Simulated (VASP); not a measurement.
# BaS (Fm-3m) in VASP: further runs

BaS is run at these levels: r2SCAN, PBE0, RPBE+D3(BJ), PBEsol+D4, RPBE+D4; tasks: single point.

Everything below comes from runs of VASP 6.6.1. Logs are shortened: lines on timing, memory, paths and dates and some standing lists are left out, and cuts for length are marked.

**The experiment to reproduce.**

A printed reference work, monograph, original work of 1988 reports, for a bulk crystal of BaS at 2 K: band gap 3.806 eV (indirect).

How close the calculation comes is told below.

### 1 The cell of the first run

Symmetry: Fm-3m, No. 225, cubic system. The conventional cell has a = 6.388 Å, b = 6.388 Å, c = 6.388 Å, α = 90.00°, β = 90.00°, γ = 90.00°. Ba (site symmetry m-3m) has 6 S at 3.19 Å within 4.2 Å. S (site symmetry m-3m) has 6 Ba at 3.19 Å within 4.2 Å.

### 2 Single point, r2SCAN

POSCAR

```
BaS
1.0
    0.0000000000      3.1937500000      3.1937500000
    3.1937500000      0.0000000000      3.1937500000
    3.1937500000      3.1937500000      0.0000000000
Ba S
1 1
Direct
    0.0000000000      0.0000000000      0.0000000000
    0.5000000000      0.5000000000      0.5000000000
```

INCAR.step1

```
SYSTEM = BaS
  PREC = Accurate
  ENCUT = 520
  ISMEAR = -1
  SIGMA = 0.05
  LREAL = .False.
  LASPH = .True.
  NELM = 80
  NBANDS = 15
  GGA = PE
  ALGO = Normal
  EDIFF = 1E-4
  LWAVE = .True.
  LCHARG = .False.
```

INCAR.step2

```
SYSTEM = BaS
  PREC = Accurate
  ENCUT = 520
  EDIFF = 1E-6
  ISMEAR = -1
  SIGMA = 0.05
  LREAL = .False.
  LASPH = .True.
  NELM = 80
  ALGO = Normal
  ISIF = 2
  LWAVE = .False.
  LCHARG = .False.
  METAGGA = R2SCAN
  LMIXTAU = .True.
  NBANDS = 15
  ISTART = 1
```

KPOINTS

```
Automatic mesh
0
Gamma
  7 7 7
  0 0 0
```

Potentials or basis: VASP PAW PBE potentials, release 64 (Ba_sv, S).

Launch:

```sh
$ cat potpaw_PBE.64/Ba_sv/POTCAR potpaw_PBE.64/S/POTCAR > POTCAR
$ cp INCAR.step1 INCAR
$ mpirun -np 1 vasp_std > vasp.out
$ cp INCAR.step2 INCAR
$ mpirun -np 1 vasp_std > vasp.out
```

OUTCAR:

```text
SYSTEM = BaS
   PREC = Accurate
   ENCUT = 520
   EDIFF = 1E-6
   ISMEAR = -1
   LREAL = .False.
   LASPH = .True.
   NELM = 80
   ISIF = 2
   METAGGA = R2SCAN
   ISTART = 1

 ion  position               nearest neighbor table
   1  0.000  0.000  0.000-   2 3.19   2 3.19   2 3.19   2 3.19   2 3.19   2 3.19
   2  0.500  0.500  0.500-   1 3.19   1 3.19   1 3.19   1 3.19   1 3.19   1 3.19

  LATTYP: Found a face centered cubic cell.
 ALAT       =     6.3875000000

  Lattice vectors:

 A1 = (   0.0000000000,   3.1937500000,   3.1937500000)
 A2 = (   3.1937500000,   0.0000000000,   3.1937500000)
 A3 = (   3.1937500000,   3.1937500000,   0.0000000000)

Analysis of symmetry for initial positions (statically):
=====================================================================
 Subroutine PRICEL returns:
 Original cell was already a primitive cell.

 Routine SETGRP: Setting up the symmetry group for a
 face centered cubic supercell.

 Subroutine GETGRP returns: Found 48 space group operations
 (whereof 48 operations were pure point group operations)
 out of a pool of 48 trial point group operations.

The static configuration has the point symmetry O_h .

Analysis of symmetry for dynamics (positions and initial velocities):
=====================================================================
 Subroutine PRICEL returns:
 Original cell was already a primitive cell.

 Routine SETGRP: Setting up the symmetry group for a
 face centered cubic supercell.

 Subroutine GETGRP returns: Found 48 space group operations
 (whereof 48 operations were pure point group operations)
 out of a pool of 48 trial point group operations.

The dynamic configuration has the point symmetry O_h .

 Subroutine INISYM returns: Found 48 space group operations
 (whereof 48 operations are pure point group operations),
 and found     1 'primitive' translations

----------------------------------------------------------------------------------------

                                     Primitive cell

  volume of cell :      65.1527

  direct lattice vectors                    reciprocal lattice vectors
     0.000000000  3.193750000  3.193750000    -0.156555773  0.156555773  0.156555773
     3.193750000  0.000000000  3.193750000     0.156555773 -0.156555773  0.156555773
     3.193750000  3.193750000  0.000000000     0.156555773  0.156555773 -0.156555773

  length of vectors
     4.516644565  4.516644565  4.516644565     0.271162553  0.271162553  0.271162553
[... 84 lines left out ...]
   POTIM  = 0.5000    time-step for ionic-motion
   TEBEG  =    0.0;   TEEND  =   0.0 temperature during run
   PSTRESS=    0.0 pullay stress
   NELECT =      16.0000    total number of electrons
   NUPDOWN=      -1.0000    fix difference up-down
   EMIN   =  10.00;   EMAX   =-10.00  energy-range for DOS
   EFERMI =   0.00;   METHOD = LEGACY
   ISMEAR =    -1;   SIGMA  =   0.05  broadening in eV -4-tet -1-fermi 0-gaus
   EFERMI_NEDOS =   21; number of points for ismear=-14 and -15
   IALGO  =     38    algorithm
   IMIX   =      4    mixing-type and parameters
     AMIX     =   0.40;   BMIX     =  1.00
     AMIX_MAG =   1.60;   BMIX_MAG =  1.00
  volume/ion in A,a.u.               =      32.58       219.84
  Fermi-wavevector in a.u.,A,eV,Ry     =   1.025189  1.937326 14.299891  1.051012
  Thomas-Fermi vector in A             =   2.159016
   LORBIT       =      0    0 simple, 1 ext, 2 COOP (PROOUT), +10 PAW based schemes
   METAGGA = R2SCAN    functional components
   LHFCALC =     F    Hartree Fock is set to
   AEXX    =    0.0000 exact exchange contribution
   IVDW    =     0    specifies the selected vdW correction
   LEPSILON=     F    determine dielectric tensor
   LRPA    =     F    only Hartree local field effects (RPA)
 non-spin polarized calculation
  energy-cutoff  :      520.00
  volume of cell :       65.15
 maximum number of plane-waves:      1807
 NGX is ok and might be reduce to    36
   NGX = 17   NGY = 17   NGZ = 17

 number of electron      16.0000001 magnetization

 Free energy of the ion-electron system (eV)
  ---------------------------------------------------
  ext. energy  EPLUGINS =         0.00000000
  ---------------------------------------------------
  free energy    TOTEN  =       -39.19838315 eV

  energy without entropy =      -39.19838315  energy(sigma->0) =      -39.19838315

 E-fermi :   2.3381     XC(G=0):  -9.0799

 val. band max:        1.2195367337   @ k =   0.0000   0.0000   0.0000
 cond. band min:       3.7446496922   @ k =   0.4286   0.4286   0.0000
 fundamental gap:      2.5251129585
 Fermi energy:         2.3381460577

 k-point     1 :       0.0000    0.0000    0.0000
  band No.  band energies     occupation
      1     -25.5919      2.00000
      2     -10.2251      2.00000
      3     -10.2251      2.00000
      4     -10.2251      2.00000
      5      -9.5782      2.00000
      6       1.2195      2.00000
      7       1.2195      2.00000
      8       1.2195      2.00000
      9       5.4416      0.00000
     10       5.5266      0.00000
     11       5.5266      0.00000
     12       5.5266      0.00000
     13       6.5643      0.00000
     14       6.5643      0.00000
[... 329 lines left out ...]
      2     -10.9238      2.00000
      3     -10.5887      2.00000
      4     -10.4428      2.00000
      5      -8.8433      2.00000
      6       0.0883      2.00000
      7       0.6381      2.00000
      8       0.7063      2.00000
      9       5.5638      0.00000
     10       6.5122      0.00000
     11       8.2801      0.00000
     12       8.9894      0.00000
     13       8.9964      0.00000
     14      11.1790      0.00000
     15      12.0334      0.00000

------------------------ aborting loop because EDIFF is reached ----------------------------------------

  FORCE on cell =-STRESS in cart. coord.  units (eV):
  Direction    XX          YY          ZZ          XY          YZ          ZX
  --------------------------------------------------------------------------------------
  -------------------------------------------------------------------------------------
  Total        0.5734514      0.5734514      0.5734514      0.0000000      0.0000000     -0.0000000
  in kB       14.1017965     14.1017965     14.1017965      0.0000000      0.0000000     -0.0000000
  external PRESSURE =      14.1017965 kB  Pullay stress =       0.0000000 kB

 VOLUME and BASIS-vectors are now :
 -----------------------------------------------------------------------------
  energy-cutoff  :      520.00
  volume of cell :       65.15
      direct lattice vectors                 reciprocal lattice vectors
     0.000000000  3.193750000  3.193750000    -0.156555773  0.156555773  0.156555773
     3.193750000  0.000000000  3.193750000     0.156555773 -0.156555773  0.156555773
     3.193750000  3.193750000  0.000000000     0.156555773  0.156555773 -0.156555773

 POSITION                                       TOTAL-FORCE (eV/Angst)
 -----------------------------------------------------------------------------------
      0.00000      0.00000      0.00000         0.000000     -0.000000      0.000000
      3.19375      3.19375      3.19375        -0.000000      0.000000     -0.000000
 -----------------------------------------------------------------------------------
    total drift:                                0.000000      0.000000      0.000000

  FREE ENERGIE OF THE ION-ELECTRON SYSTEM (eV)
  ---------------------------------------------------
  free  energy   TOTEN  =       -39.1983831471 eV

  energy  without entropy=      -39.1983831470  energy(sigma->0) =      -39.19838315
```

It took 37 s on 1 thread of Intel Xeon 6975P-C (Granite Rapids), shared host; peak memory 0.22 GiB.

What came out:

```
Free energy            : -39.1984 eV
Pressure               : 1.4 GPa
Band gap on the k mesh : 2.53 eV, indirect (least direct gap 2.67 eV)
```

Caveat: the PAW data sets were made with another functional, which shifts forces and pressure a little; spin-orbit coupling is left out, which moves the levels of the heavy elements.

### 3 Single point, PBE0

POSCAR is that of step 2.

INCAR.step1

```
ALGO = Normal
EDIFF = 1E-5
ENCUT = 520
GGA = PE
ISIF = 2
ISMEAR = -1
LASPH = True
LREAL = False
LWAVE = True
NBANDS = 15
NELM = 100
PREC = Accurate
SIGMA = 0.05
```

INCAR.step2

```
AEXX = 0.25
ALGO = Normal
EDIFF = 1E-7
ENCUT = 520
GGA = PE
ISIF = 2
ISMEAR = -1
ISTART = 1
LASPH = True
LCHARG = True
LELF = True
LHFCALC = True
LREAL = False
LVHAR = True
LWAVE = False
NBANDS = 15
NELM = 100
PREC = Accurate
PRECFOCK = Normal
SIGMA = 0.05
```

KPOINTS

```
k-points
0
Gamma
  4 4 4
```

Potentials or basis: VASP PAW PBE potentials, release 64 (Ba_sv, S).

Launch:

```sh
$ cat potpaw_PBE.64/Ba_sv/POTCAR potpaw_PBE.64/S/POTCAR > POTCAR
$ cp INCAR.step1 INCAR
$ mpirun -np 1 vasp_std > vasp.out
$ cp INCAR.step2 INCAR
$ mpirun -np 1 vasp_std > vasp.out
```

Wall time 11 min (1 thread of Intel Xeon Platinum 8375C at 2.90GHz (Ice Lake), shared host); peak memory 0.22 GiB.

It converged, with:

```yaml
Free_energy: -12.1333 eV
Pressure: 0.9 GPa
Band_gap_on_the_k_mesh: 3.74 eV, indirect (least direct gap 3.90 eV)
```

Levels at points of the mesh, in eV from the valence-band top:
```csv
k point,band 4,band 5,band 6,band 7,band 8,band 9,band 10,band 11,band 12,band 13
"(0.00, 0.00, 0.00)",-11.83,-11.48,0.00,0.00,0.00,5.28,5.66,5.66,5.66,6.62
"(0.50, 0.00, 0.00)",-11.87,-9.92,-2.12,-1.18,-1.18,7.37,7.46,8.32,8.32,10.87
"(0.50, 0.50, 0.00)",-12.05,-11.37,-0.61,-0.16,-0.16,3.74,7.86,7.94,9.59,9.59
```

Caveat: the k points lie up to 0.43 Å⁻¹ apart; the PAW data sets were made with another functional, which shifts forces and pressure a little; spin-orbit coupling is left out, which moves the levels of the heavy elements. A k mesh can miss the band edges.

### 4 Single point, RPBE+D3(BJ)

This run uses another cell than the first one, of 25.97 Å³/atom, 0.797 times its volume.

INCAR

```
PREC = Accurate ; ENCUT = 520
EDIFF = 1E-6 ; ISMEAR = -1
SIGMA = 0.05 ; LREAL = False
LASPH = True ; NELM = 60
ALGO = Normal ; ISIF = 2
LWAVE = False ; LCHARG = False
GGA = RP ; IVDW = 12
NBANDS = 15
```

KPOINTS

```
regular mesh
0
Gamma
  7 7 7
```

POSCAR

```
BaS
1.0
    0.0000000000      2.9613295036      2.9613295036
    2.9613295036      0.0000000000      2.9613295036
    2.9613295036      2.9613295036      0.0000000000
Ba S
1 1
Direct
    0.0000000000      0.0000000000      0.0000000000
    0.5000000000      0.5000000000      0.5000000000
```

Launch:

```sh
$ cat potpaw_PBE.64/Ba_sv/POTCAR potpaw_PBE.64/S/POTCAR > POTCAR
$ mpirun -np 1 vasp_std > vasp.out
```

Run time: 8.9 s. Hardware: 1 thread of Intel Xeon 6975P-C, shared host; peak memory 0.19 GiB.

Results (log left out):

```
Free energy                : -13.4411 eV
Pressure                   : 1.4 GPa
Band gap on the k mesh     : 1.71 eV, direct
Dispersion energy per atom : -2.347 eV
```

Levels at points of the mesh, in eV from the valence-band top:
```tsv
k point	band 4	band 5	band 6	band 7	band 8	band 9	band 10	band 11	band 12	band 13
(0.00, 0.00, 0.00)	-10.55	-10.55	-0.04	-0.04	-0.04	3.80	3.80	3.80	4.94	4.94
```

Caveat: the PAW data sets were made with another functional, which shifts forces and pressure a little; spin-orbit coupling is left out, which moves the levels of the heavy elements.

### 5 Single point, PBEsol+D4

This run uses another cell than the first one, of 31.21 Å³/atom, 0.958 times its volume.

INCAR

```
SYSTEM = BaS
ALGO = Normal
EDIFF = 1E-6
ENCUT = 520
GGA = PS
ISIF = 2
ISMEAR = -1
IVDW = 13
LASPH = .TRUE.
LCHARG = .FALSE.
LREAL = .FALSE.
LWAVE = .FALSE.
NBANDS = 15
NELM = 80
PREC = Accurate
SIGMA = 0.05
```

KPOINTS

```
k-points
0
G
  7 7 7
  0 0 0
```

POSCAR

```
BaS
1.0
    0.0000000000      3.1483718198      3.1483718198
    3.1483718198      0.0000000000      3.1483718198
    3.1483718198      3.1483718198      0.0000000000
Ba S
1 1
Direct
    0.0000000000      0.0000000000      0.0000000000
    0.5000000000      0.5000000000      0.5000000000
```

Launch:

```sh
$ cat potpaw_PBE.64/Ba_sv/POTCAR potpaw_PBE.64/S/POTCAR > POTCAR
$ mpirun -np 1 vasp_std > vasp.out
```

Run time: 12 s. Hardware: 1 thread of Intel Xeon 6975P-C, shared host; peak memory 0.21 GiB.

Results (log left out):

```
Free energy                : -11.0069 eV
Pressure                   : 0.7 GPa
Band gap on the k mesh     : 1.96 eV, indirect (least direct gap 2.09 eV)
Dispersion energy per atom : -0.149 eV
```

Levels at points of the mesh, in eV from the valence-band top:
| k point | band 5 | band 6 | band 7 | band 8 | band 9 | band 10 | band 11 | band 12 |
| --- | --- | --- | --- | --- | --- | --- | --- | --- |
| (0.00, 0.00, 0.00) | -10.42 | 0.00 | 0.00 | 0.00 | 3.62 | 3.78 | 3.78 | 3.78 |

Caveat: the PAW data sets were made with another functional, which shifts forces and pressure a little; spin-orbit coupling is left out, which moves the levels of the heavy elements.

### 6 Single point, RPBE+D4

This run uses another cell than the first one, of 32.94 Å³/atom, 1.011 times its volume.

INCAR

```
ALGO     = Normal         # electronic algorithm
EDIFF    = 1E-7           # SCF threshold, eV
ENCUT    = 520            # plane-wave cutoff, eV
GGA      = RP             # functional
ISIF     = 2              # what is computed and relaxed
ISMEAR   = -1             # smearing method
IVDW     = 13             # dispersion correction
LASPH    = T              # aspherical terms in the spheres
LCHARG   = T              # write CHGCAR
LELF     = T              # ELF
LREAL    = F              # projectors in reciprocal space
LVHAR    = T            
LWAVE    = F              # write WAVECAR
NBANDS   = 15             # bands
NELM     = 60             # most SCF steps
PREC     = Accurate       # precision mode
SIGMA    = 0.05           # smearing width, eV
```

KPOINTS

```
k-points
0
Gamma
  7 7 7
```

POSCAR

```
BaS
1.0
    0.0000000000      3.2055573619      3.2055573619
    3.2055573619      0.0000000000      3.2055573619
    3.2055573619      3.2055573619      0.0000000000
Ba S
1 1
Direct
    0.0000000000      0.0000000000      0.0000000000
    0.5000000000      0.5000000000      0.5000000000
```

Potentials or basis: VASP PAW PBE potentials, release 64 (Ba_sv, S).

Launch:

```sh
$ cat potpaw_PBE.64/Ba_sv/POTCAR potpaw_PBE.64/S/POTCAR > POTCAR
$ mpirun -np 1 vasp_std > vasp.out
```

Wall time 19 s (1 thread of Intel Xeon 6975P-C, shared host); peak memory 0.21 GiB.

It converged, with:

```yaml
Free_energy: -10.3995 eV
Pressure: 0.6 GPa
Band_gap_on_the_k_mesh: 2.33 eV, indirect (least direct gap 2.48 eV)
Dispersion_energy_per_atom: -0.387 eV
```

Levels at points of the mesh, in eV from the valence-band top:
```tsv
k point	band 4	band 5	band 6	band 7	band 8	band 9	band 10	band 11	band 12	band 13
(0.00, 0.00, 0.00)	-11.22	-10.33	0.00	0.00	0.00	3.78	3.97	3.97	3.97	4.82
```

Caveat: the PAW data sets were made with another functional, which shifts forces and pressure a little; spin-orbit coupling is left out, which moves the levels of the heavy elements.

### 7 Overview

| level | cell | k mesh | grid for exact exchange (PRECFOCK) | gap on the mesh (eV) | pressure (GPa) |
| --- | --- | --- | --- | --- | --- |
| r2SCAN | a = 4.517 Å, angles 60.0°, 2 atoms | 7 × 7 × 7 | - | 2.53 | 1.4 |
| PBE0 | a = 4.517 Å, angles 60.0°, 2 atoms | 4 × 4 × 4 | Normal | 3.74 | 0.9 |
| RPBE+D3(BJ) | a = 4.188 Å, angles 60.0°, 2 atoms | 7 × 7 × 7 | - | 1.71 | 1.4 |
| PBEsol+D4 | a = 4.452 Å, angles 60.0°, 2 atoms | 7 × 7 × 7 | - | 1.96 | 0.7 |
| RPBE+D4 | a = 4.533 Å, angles 60.0°, 2 atoms | 7 × 7 × 7 | - | 2.33 | 0.6 |

Alike in all rows: task single point; potentials or basis VASP PAW PBE potentials, release 64 (Ba_sv, S); no spin polarisation; cutoff (eV) 520; smearing fermi-dirac 0.05 eV.

Caveats: some runs use coarse meshes; the PAW data sets were made with another functional, which shifts forces and pressure a little; spin-orbit coupling is left out, which moves the levels of the heavy elements.

Total energies depend on the potentials used, so only differences within one code and one set of settings carry meaning.

### 8 How close it comes

Step 2. Against the measured gap of BaS, 3.806 eV (indirect; 2 K; a printed reference work, monograph, original work of 1988), the calculated 2.53 eV is off by -1.28 eV. Spin-orbit coupling on Ba is left out. The value is that of r2SCAN on a finite k mesh, which can miss the band edges, without temperature or zero-point motion.

Step 4. Against the measured gap of BaS, 3.806 eV (indirect; 2 K; a printed reference work, monograph, original work of 1988), the calculated 1.71 eV is off by -2.10 eV. So large a miss can be the level of theory's own, or it may mean another phase, state or a wrong row. Spin-orbit coupling on Ba is left out. The value is that of RPBE+D3(BJ) on a finite k mesh, which can miss the band edges, without temperature or zero-point motion. Semilocal functionals fall short of measured gaps as a rule.

Step 5. A measured gap of BaS is 3.806 eV (indirect; 2 K; a printed reference work, monograph, original work of 1988); the calculated 1.96 eV misses it by -1.84 eV. Spin-orbit coupling on Ba is left out. The value is that of PBEsol+D4 on a finite k mesh, which can miss the band edges, without temperature or zero-point motion. Semilocal functionals fall short of measured gaps as a rule.

Step 6. Measured gap of BaS: 3.806 eV (indirect; 2 K; a printed reference work, monograph, original work of 1988). This calculation gives 2.33 eV (-1.48 eV). Spin-orbit coupling on Ba is left out. The value is that of RPBE+D4 on a finite k mesh, which can miss the band edges, without temperature or zero-point motion. Semilocal functionals fall short of measured gaps as a rule.
